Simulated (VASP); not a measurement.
# Cu (Fm-3m) in VASP: a series of runs

The runs below take Cu through single point, with LDA.

Everything below comes from runs of VASP 6.6.1. Logs are shortened: lines on timing, memory, paths and dates and some standing lists are left out, and cuts for length are marked.

## 1. The undisturbed crystal

It takes space group Fm-3m (No. 225, cubic). The conventional cell has a = 3.615 Å, b = 3.615 Å, c = 3.615 Å, α = 90.00°, β = 90.00°, γ = 90.00°. Cu (site symmetry m-3m) is surrounded by 12 Cu at 2.56 Å.

## 2. Single point, LDA (a relaxed cell with its volume scaled by 1.06)

INCAR reads:

```
SYSTEM = Cu
ALGO = Normal ; EDIFF = 1E-7
ENCUT = 350 ; ISIF = 2
ISMEAR = 0 ; LASPH = .True.
LCHARG = .False. ; LREAL = .False.
LWAVE = .False. ; NBANDS = 12
NELM = 80 ; PREC = Accurate
SIGMA = 0.1
```

KPOINTS reads:

```
k-points
0
Gamma
  10 10 10
  0 0 0
```

POSCAR reads:

```
Cu                                      
1.0
   -0.0000000000      1.7964096848      1.7964096848
    1.7964096848     -0.0000000000      1.7964096848
    1.7964096848      1.7964096848      0.0000000000
  Cu            
     1
Direct
     0.0000000000000000    0.0000000000000000    0.0000000000000000
```

Potentials or basis: VASP PAW LDA potentials, release 64 (Cu).

Launch:

```
> cat potpaw_LDA.64/Cu/POTCAR > POTCAR
> mpirun -np 1 vasp_std > vasp.out
```

OUTCAR:

```text
SYSTEM = Cu
   EDIFF = 1E-7
   ENCUT = 350
   ISIF = 2
   ISMEAR = 0
   LASPH = .True.
   LREAL = .False.
   NELM = 80
   PREC = Accurate

 ion  position               nearest neighbor table
   1  0.000  0.000  0.000-

  LATTYP: Found a face centered cubic cell.
 ALAT       =     3.5928193696

  Lattice vectors:

 A1 = (   0.0000000000,   1.7964096848,   1.7964096848)
 A2 = (   1.7964096848,   0.0000000000,   1.7964096848)
 A3 = (   1.7964096848,   1.7964096848,   0.0000000000)

Analysis of symmetry for initial positions (statically):
=====================================================================
 Subroutine PRICEL returns:
 Original cell was already a primitive cell.

 Routine SETGRP: Setting up the symmetry group for a
 face centered cubic supercell.

 Subroutine GETGRP returns: Found 48 space group operations
 (whereof 48 operations were pure point group operations)
 out of a pool of 48 trial point group operations.

The static configuration has the point symmetry O_h .

Analysis of symmetry for dynamics (positions and initial velocities):
=====================================================================
 Subroutine PRICEL returns:
 Original cell was already a primitive cell.

 Routine SETGRP: Setting up the symmetry group for a
 face centered cubic supercell.

 Subroutine GETGRP returns: Found 48 space group operations
 (whereof 48 operations were pure point group operations)
 out of a pool of 48 trial point group operations.

The dynamic configuration has the point symmetry O_h .

 Subroutine INISYM returns: Found 48 space group operations
 (whereof 48 operations are pure point group operations),
 and found     1 'primitive' translations

----------------------------------------------------------------------------------------

                                     Primitive cell

  volume of cell :      11.5943

  direct lattice vectors                    reciprocal lattice vectors
     0.000000000  1.796409685  1.796409685    -0.278332946  0.278332946  0.278332946
     1.796409685  0.000000000  1.796409685     0.278332946 -0.278332946  0.278332946
     1.796409685  1.796409685  0.000000000     0.278332946  0.278332946 -0.278332946

  length of vectors
     2.540506940  2.540506940  2.540506940     0.482086804  0.482086804  0.482086804

  position of ions in fractional coordinates (direct lattice)
     0.000000000  0.000000000  0.000000000

  ion indices of the primitive-cell ions
   primitive index   ion index
                 1           1

----------------------------------------------------------------------------------------

 KPOINTS: k-points

Automatic generation of k-mesh.
 Grid dimensions read from file:
 generate k-points for:   10   10   10

 Generating k-lattice:

  Cartesian coordinates                     Fractional coordinates (reciprocal lattice)
    -0.027833295  0.027833295  0.027833295     0.100000000  0.000000000  0.000000000
     0.027833295 -0.027833295  0.027833295     0.000000000  0.100000000  0.000000000
     0.027833295  0.027833295 -0.027833295     0.000000000  0.000000000  0.100000000

  Length of vectors
     0.048208680  0.048208680  0.048208680

  Shift w.r.t. Gamma in fractional coordinates (k-lattice)
     0.000000000  0.000000000  0.000000000

 Subroutine IBZKPT returns following result:
 ===========================================

 Found     47 irreducible k-points:

 Following reciprocal coordinates:
            Coordinates               Weight
  0.000000  0.000000  0.000000      1.000000
  0.100000  0.000000  0.000000      8.000000
  0.200000  0.000000  0.000000      8.000000
  0.300000  0.000000  0.000000      8.000000
  0.400000  0.000000  0.000000      8.000000
  0.500000  0.000000  0.000000      4.000000
[... 16 lines left out ...]
  0.300000  0.300000  0.000000      6.000000
  0.400000  0.300000  0.000000     24.000000
 [... further k-points ...]
   k-points           NKPTS =     47   k-points in BZ     NKDIM =     47   number of bands    NBANDS=     12
   number of dos      NEDOS =    301   number of ions     NIONS =      1
   total plane-waves  NPLWV =   4096
   dimension x,y,z NGX =    16 NGY =   16 NGZ =   16
   dimension x,y,z NGXF=    32 NGYF=   32 NGZF=   32
   ions per type =               1
   NGX,Y,Z   is equivalent  to a cutoff of  10.47, 10.47, 10.47 a.u.
   NGXF,Y,Z  is equivalent  to a cutoff of  20.94, 20.94, 20.94 a.u.
 SYSTEM =  Cu
   PREC   = accura    normal or accurate (medium, high low for compatibility)
   ISTART =      0    job   : 0-new  1-cont  2-samecut
   ICHARG =      2    charge: 1-file 2-atom 10-const
   ISPIN  =      1    spin polarized calculation?
   LNONCOLLINEAR =      F non collinear calculations
   LSORBIT =      F    spin-orbit coupling
   LASPH  =      T    aspherical Exc in radial PAW
   ENCUT  =  350.0 eV  25.72 Ry    5.07 a.u.   3.88  3.88  3.88*2*pi/ulx,y,z
   NELM   =     80;   NELMIN=  2; NELMDL= -5     # of ELM steps
   EDIFF  = 0.1E-06   stopping-criterion for ELM
   LREAL  =      F    real-space projection
   EDIFFG = 0.1E-05   stopping-criterion for IOM
   NSW    =      0    number of steps for IOM
   IBRION =     -1    ionic relax: 0-MD 1-quasi-New 2-CG
   NFREE  =      0    steps in history (QN), initial steepest desc. (CG)
   ISIF   =      2    stress and relaxation
   ISYM   =      2    0-nonsym 1-usesym 2-fastsym
   POTIM  = 0.5000    time-step for ionic-motion
   TEBEG  =    0.0;   TEEND  =   0.0 temperature during run
   PSTRESS=    0.0 pullay stress
   NELECT =      11.0000    total number of electrons
   NUPDOWN=      -1.0000    fix difference up-down
   EMIN   =  10.00;   EMAX   =-10.00  energy-range for DOS
   EFERMI =   0.00;   METHOD = LEGACY
   ISMEAR =     0;   SIGMA  =   0.10  broadening in eV -4-tet -1-fermi 0-gaus
   EFERMI_NEDOS =   21; number of points for ismear=-14 and -15
   IALGO  =     38    algorithm
   IMIX   =      4    mixing-type and parameters
     AMIX     =   0.40;   BMIX     =  1.00
     AMIX_MAG =   1.60;   BMIX_MAG =  1.00
  volume/ion in A,a.u.               =      11.59        78.24
  Fermi-wavevector in a.u.,A,eV,Ry     =   1.608633  3.039876 35.207803  2.587701
  Thomas-Fermi vector in A             =   2.704471
   LORBIT       =      0    0 simple, 1 ext, 2 COOP (PROOUT), +10 PAW based schemes
   GGA     = CA    functional components
   LHFCALC =     F    Hartree Fock is set to
   AEXX    =    0.0000 exact exchange contribution
   IVDW    =     0    specifies the selected vdW correction
   LEPSILON=     F    determine dielectric tensor
   LRPA    =     F    only Hartree local field effects (RPA)
 non-spin polarized calculation
 Gauss-broadening in eV      SIGMA  =   0.10
  energy-cutoff  :      350.00
  volume of cell :       11.59
 maximum number of plane-waves:       190
   NGX =  7   NGY =  7   NGZ =  7

 number of electron      10.9999970 magnetization

 Free energy of the ion-electron system (eV)
  ---------------------------------------------------
  ext. energy  EPLUGINS =         0.00000000
  ---------------------------------------------------
  free energy    TOTEN  =        -4.68237894 eV

  energy without entropy =       -4.67943922  energy(sigma->0) =       -4.68090908

 E-fermi :   7.4517     XC(G=0): -13.2125

 val. band max:        7.4437579494   @ k =   0.5000   0.1000   0.0000
 cond. band min:       7.6691398515   @ k =   0.5000   0.3000   0.1000
 fundamental gap:      0.2253819021
 Fermi energy:         7.4517068740

 k-point     1 :       0.0000    0.0000    0.0000
  band No.  band energies     occupation
      1      -1.9209      2.00000
      2       4.4438      2.00000
      3       4.4438      2.00000
      4       4.4438      2.00000
      5       5.3063      2.00000
      6       5.3063      2.00000
      7      30.4024      0.00000
      8      33.0073      0.00000
      9      33.0073      0.00000
     10      33.0073      0.00000
     11      35.5598      0.00000
     12      35.5598      0.00000

 k-point     2 :       0.1000    0.0000    0.0000
  band No.  band energies     occupation
      1      -1.5539      2.00000
      2       4.3681      2.00000
      3       4.5103      2.00000
      4       4.5103      2.00000
      5       5.2826      2.00000
      6       5.2826      2.00000
      7      27.8523      0.00000
      8      31.1524      0.00000
      9      32.1119      0.00000
     10      32.1119      0.00000
     11      36.9463      0.00000
     12      36.9464      0.00000

 k-point     3 :       0.2000    0.0000    0.0000
  band No.  band energies     occupation
      1      -0.5013      2.00000
      2       4.2172      2.00000
      3       4.6110      2.00000
      4       4.6110      2.00000
      5       5.3035      2.00000
      6       5.3035      2.00000
      7      22.6637      0.00000
      8      30.6695      0.00000
      9      30.9977      0.00000
     10      30.9977      0.00000
     11      37.4583      0.00000
     12      37.4934      0.00000
[... 286 lines left out ...]
 k-point    23 :       0.3000    0.3000    0.0000
  band No.  band energies     occupation
      1       1.7467      2.00000
      2       3.4859      2.00000
      3       5.0259      2.00000
      4       5.3780      2.00000
      5       5.3780      2.00000
      6       5.6767      2.00000
      7      23.2889      0.00000
      8      23.4214      0.00000
      9      23.4214      0.00000
     10      26.2601      0.00000
     11      29.0826      0.00000
     12      46.9471      0.00000

 k-point    24 :       0.4000    0.3000    0.0000
  band No.  band energies     occupation
      1       2.4588      2.00000
      2       3.3465      2.00000
      3       4.9961      2.00000
      4       5.4432      2.00000
      5       5.8582      2.00000
      6       6.4849      2.00000
      7      19.8136      0.00000
      8      20.6748      0.00000
      9      22.6020      0.00000
     10      26.8424      0.00000
     11      30.5472      0.00000
     12      45.4636      0.00000

 [... further k-points ...]
[... 5 lines left out ...]
  --------------------------------------------------------------------------------------
  -------------------------------------------------------------------------------------
  Total       -0.6661628     -0.6661628     -0.6661628      0.0000000     -0.0000000     -0.0000000
  in kB      -92.0544587    -92.0544587    -92.0544587      0.0000000     -0.0000000     -0.0000000
  external PRESSURE =     -92.0544587 kB  Pullay stress =       0.0000000 kB

 VOLUME and BASIS-vectors are now :
 -----------------------------------------------------------------------------
  energy-cutoff  :      350.00
  volume of cell :       11.59
      direct lattice vectors                 reciprocal lattice vectors
     0.000000000  1.796409685  1.796409685    -0.278332946  0.278332946  0.278332946
     1.796409685  0.000000000  1.796409685     0.278332946 -0.278332946  0.278332946
     1.796409685  1.796409685  0.000000000     0.278332946  0.278332946 -0.278332946

 POSITION                                       TOTAL-FORCE (eV/Angst)
 -----------------------------------------------------------------------------------
      0.00000      0.00000      0.00000         0.000000      0.000000      0.000000
 -----------------------------------------------------------------------------------
    total drift:                                0.000000      0.000000     -0.000000

  FREE ENERGIE OF THE ION-ELECTRON SYSTEM (eV)
  ---------------------------------------------------
  free  energy   TOTEN  =        -4.6823789430 eV

  energy  without entropy=       -4.6794392161  energy(sigma->0) =       -4.68090908
```

Run time: 1.7 s. Hardware: 1 thread of Intel Xeon 6975P-C (Granite Rapids), shared host; peak memory 0.11 GiB.

Results:

```yaml
Free_energy: -4.6824 eV
Pressure: -9.2 GPa
Band_gap_on_the_k_mesh: none (metal or under the smearing width)
```

Caveat: the cutoff is under 1.25 times the usual one of these potentials, so pressure, stress and relaxed cells hold a basis-set (Pulay) error.

## 3. Single point, LDA (a relaxed cell with its volume scaled by 0.91)

INCAR is that of step 2.

KPOINTS is that of step 2.

POSCAR reads:

```
Cu                                      
1.0
   -0.0000000000      1.7073290510      1.7073290510
    1.7073290510     -0.0000000000      1.7073290510
    1.7073290510      1.7073290510      0.0000000000
  Cu            
     1
Direct
     0.0000000000000000    0.0000000000000000    0.0000000000000000
```

Potentials or basis: VASP PAW LDA potentials, release 64 (Cu).

Launch:

```
> cat potpaw_LDA.64/Cu/POTCAR > POTCAR
> mpirun -np 1 vasp_std > vasp.out
```

Wall time 1.8 s (1 thread of Intel Xeon 6975P-C (Granite Rapids), shared host); peak memory 0.11 GiB.

The run converged. Its results:

* Free energy: -4.6402 eV
* Pressure: 21.9 GPa
* Band gap on the k mesh: none (metal or under the smearing width)

Levels at points of the mesh, in eV from the Fermi level:
```csv
k point,band 2,band 3,band 4,band 5,band 6,band 7,band 8,band 9,band 10,band 11
"(0.00, 0.00, 0.00)",-3.56,-3.56,-3.56,-2.47,-2.47,24.11,27.98,27.98,27.98,30.77
"(0.50, 0.00, 0.00)",-3.60,-3.60,-1.73,-1.73,-1.40,4.78,22.55,24.80,24.80,27.76
"(0.50, 0.50, 0.00)",-5.38,-1.75,-1.55,-1.55,1.46,8.50,14.49,14.49,19.60,23.41
```

Caveat: the cutoff is under 1.25 times the usual one of these potentials, so pressure, stress and relaxed cells hold a basis-set (Pulay) error; so large a pressure means that the cell lies far from this level's equilibrium, or that cutoff or potentials fall short.

## 4. Single point, LDA (a relaxed cell with its volume scaled by 1.09)

INCAR is that of step 3.

KPOINTS is that of step 3.

POSCAR reads:

```
Cu                                      
1.0
   -0.0000000000      1.8131995335      1.8131995335
    1.8131995335     -0.0000000000      1.8131995335
    1.8131995335      1.8131995335      0.0000000000
  Cu            
     1
Direct
     0.0000000000000000    0.0000000000000000    0.0000000000000000
```

Launch:

```
> cat potpaw_LDA.64/Cu/POTCAR > POTCAR
> mpirun -np 1 vasp_std > vasp.out
```

It took 1.7 s on 1 thread of Intel Xeon 6975P-C (Granite Rapids), shared host; peak memory 0.1 GiB.

Results (log left out):

```
Free energy            : -4.6600 eV
Pressure               : -12.7 GPa
Band gap on the k mesh : none (metal or under the smearing width)
```

Levels at points of the mesh, in eV from the Fermi level:
```
           k point  band 2  band 3  band 4  band 5  band 6  band 7  band 8  band 9  band 10  band 11
(0.00, 0.00, 0.00)   -2.93   -2.93   -2.93   -2.10   -2.10   22.72   25.10   25.10    25.10    27.64
(0.50, 0.00, 0.00)   -2.95   -2.95   -1.54   -1.54   -0.84    3.78   21.24   21.87    21.87    25.06
(0.50, 0.50, 0.00)   -4.30   -1.56   -1.41   -1.41    1.60    7.15   13.04   13.04    17.66    20.21
```

Caveat: the cutoff is under 1.25 times the usual one of these potentials, so pressure, stress and relaxed cells hold a basis-set (Pulay) error.

## 5. The runs side by side

| cell | gap on the mesh (eV) | pressure (GPa) |
| --- | --- | --- |
| a relaxed cell with its volume scaled by 1.06 | none | -9.2 |
| a relaxed cell with its volume scaled by 0.91 | none | 21.9 |
| a relaxed cell with its volume scaled by 1.09 | none | -12.7 |

Alike in all rows: task single point; level LDA; potentials or basis VASP PAW LDA potentials, release 64 (Cu); no spin polarisation; k mesh 10 × 10 × 10; cutoff (eV) 350; smearing gaussian 0.1 eV.

Caveats: the cutoff is under 1.25 times the usual one of these potentials, so pressure, stress and relaxed cells hold a basis-set (Pulay) error; so large a pressure means that the cell lies far from this level's equilibrium, or that cutoff or potentials fall short (some runs).

Total energies depend on the potentials used, so only differences within one code and one set of settings carry meaning.
